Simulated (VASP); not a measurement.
A run of VASP 6.6.1 is set up as follows.

Contents of INCAR:

```
PREC = Accurate
ENCUT = 600
EDIFF = 1E-7
ISMEAR = 0
SIGMA = 0.02
LREAL = F
LASPH = T
NELM = 80
ALGO = Fast
ISIF = 3
LWAVE = F
LCHARG = F
GGA = PE
IBRION = 2
NSW = 100
EDIFFG = -0.01
```

The input KPOINTS:

```
Automatic mesh
0
Gamma
  8 8 8
```

File POSCAR:

```
CaF2
1.0
    0.0000000000      2.7580258800      2.7580258800
    2.7580258800      0.0000000000      2.7580258800
    2.7580258800      2.7580258800      0.0000000000
Ca F
1 2
Direct
    0.0000000000      0.0000000000      0.0000000000
    0.7500000000      0.7500000000      0.7500000000
    0.2500000000      0.2500000000      0.2500000000
```

Potentials or basis: VASP PAW PBE potentials, release 64 (Ca_sv, F).

The run is started by

```bash
$ cat potpaw_PBE.64/Ca_sv/POTCAR potpaw_PBE.64/F/POTCAR > POTCAR
$ mpirun -np 1 vasp_std > vasp.out
```

(1) Estimate the band gap on the k mesh.

(2) Estimate the relaxed cell.

(3) What does it give for the relaxed volume?

(4) What does it give for the space group after relaxing (to 0.05 Å)?

## Answers

(1) 7.12 eV, indirect (least direct gap 7.37 eV).

(2) a = 3.898 Å, b = 3.898 Å, c = 3.898 Å, α = 60.00°, β = 60.00°, γ = 60.00°.

(3) 13.97 Å³/atom.

(4) Fm-3m (No. 225).
